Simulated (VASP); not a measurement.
A run of VASP 6.6.1:

File INCAR:

```
SYSTEM = LiF
PREC = Accurate
ENCUT = 900
EDIFF = 1E-7
ISMEAR = -1
SIGMA = 0.05
LREAL = .FALSE.
LASPH = .TRUE.
NELM = 100
ALGO = Fast
ISIF = 2
LWAVE = .FALSE.
LCHARG = .FALSE.
GGA = B5
ALDAX = 1.0
AGGAX = 1.0
AGGAC = 1.0
ALDAC = 0.0
IVDW = 11
VDW_S6 = 1.0
VDW_S8 = 1.682
VDW_SR = 1.094
VDW_SR8 = 1.0
LCALCPOL = .TRUE.
```

The input KPOINTS:

```
Automatic mesh
0
G
  11 11 11
  0 0 0
```

The input POSCAR:

```
LiF
1.0
    0.0000000000      2.0140000000      2.0140000000
    2.0140000000      0.0000000000      2.0140000000
    2.0140000000      2.0140000000      0.0000000000
F Li
1 1
Direct
    0.5000000000      0.5000000000      0.5000000000
    0.0000000000      0.0000000000      0.0000000000
```

Potentials or basis: VASP PAW PBE potentials, release 64 (F_h, Li_sv).

Run with:

```bash
$ cat potpaw_PBE.64/F_h/POTCAR potpaw_PBE.64/Li_sv/POTCAR > POTCAR
$ mpirun -np 1 vasp_std > vasp.out
```

Hardware: 1 thread of Intel(R) Xeon(R) Platinum 8259CL CPU @ 2.50GHz (Skylake/Cascade Lake), on a shared host.

How long does it take, and how much memory?

Run time: 2.8 min on 1 thread of Intel(R) Xeon(R) Platinum 8259CL CPU @ 2.50GHz (Skylake/Cascade Lake) (shared host), peak memory 0.24 GiB. Counts: scf iterations 17, k points 56.
